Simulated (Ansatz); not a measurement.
# NaF: the cell at several levels of theory

An exercise on one series of results from a longer session: the logs are not shown, and one member is left open.

Program: Ansatz 0.2.0. PAW datasets, plane waves, zero pressure. (Calculated; spin-unpolarised; the phase may be known or hypothetical.)

## Starting point

This is the cell as the run starts from it, not yet at rest; its lengths are not the crystal's.

Space group P6_3mc (No. 186), hexagonal; a = 3.193 Å, c = 5.215 Å in the conventional setting, 11.51 Å³ an atom. Near Na stand 4 F at 1.96 Å; near F stand 4 Na at 1.96 Å.

The structure in full:

```
Na F
1.0
     3.19332    0.00000    0.00000
    -1.59666    2.76549    0.00000
     0.00000    0.00000    5.21469
Na F
2 2
Cartesian
  0.0000 1.8437 0.0000
  1.5967 0.9218 2.6073
  0.0000 1.8437 1.9555
  1.5967 0.9218 4.5629
```

Set-up of the first run:

Contents of input.yaml:

```yaml
crystal:
  lattice:
    - [3.193318128, 0.0, 0.0]
    - [-1.596659064, 2.7654946212, 0.0]
    - [0.0, 0.0, 5.214688503]
  atoms:
    - { symbol: Na, position: [0.3333333333, 0.6666666667, 0.0] }
    - { symbol: Na, position: [0.6666666667, 0.3333333333, 0.5] }
    - { symbol: F, position: [0.3333333333, 0.6666666667, 0.375] }
    - { symbol: F, position: [0.6666666667, 0.3333333333, 0.875] }
kpoints:
  mp_grid: { grid: [12, 12, 4] }
hamiltonian:
  xc: pbe
scf:
  occupations: { method: fermi_dirac, width: 0.02 }
relax:
  f_tol: 0.005
  cell: {}
```

Run with:

```console
ansatz run input.yaml --threads 2 --pin off --max-ram 2211MiB --backend cpu --events-out ev --progress --plain --runs-dir out
```

Steps of the session up to this table: Relaxing with PBE; Relaxing with r2SCAN; Relaxation with PBEsol; Relaxing with LDA; HSE06: cell and atoms.

One of the session's tables, all rows but one given; the rest of the session is left out.

| level | a (Å) | c (Å) | volume (Å³/atom) |
| --- | --- | --- | --- |
| PBE | ? | ? | ? |
| r2SCAN | 3.868 | 4.551 | 14.744 |
| PBEsol | 3.893 | 4.584 | 15.042 |
| LDA | 3.793 | 4.460 | 13.896 |
| HSE06 | 3.896 | 4.593 | 15.097 |

**Question.** Estimate the row for PBE.

The run gave: a (Å): 3.942; c (Å): 4.656; volume (Å³/atom): 15.663. In the column «a (Å)» it is the highest.

The volume runs from LDA (least) to PBE (most), a spread of 12.7 %, or 4.1 % in length if all axes shared it alike. The meshes differ: PBE 12×12×4, r2SCAN 6×6×6, PBEsol 6×6×6, LDA 6×6×6, HSE06 6×6×4. The cell started from the wurtzite prototype, but the relaxation took it to the higher symmetry P6_3/mmc (No. 194), so the name no longer describes it.

Caveats from the session: Warnings in the runs' records: structure snapped to symmetry.
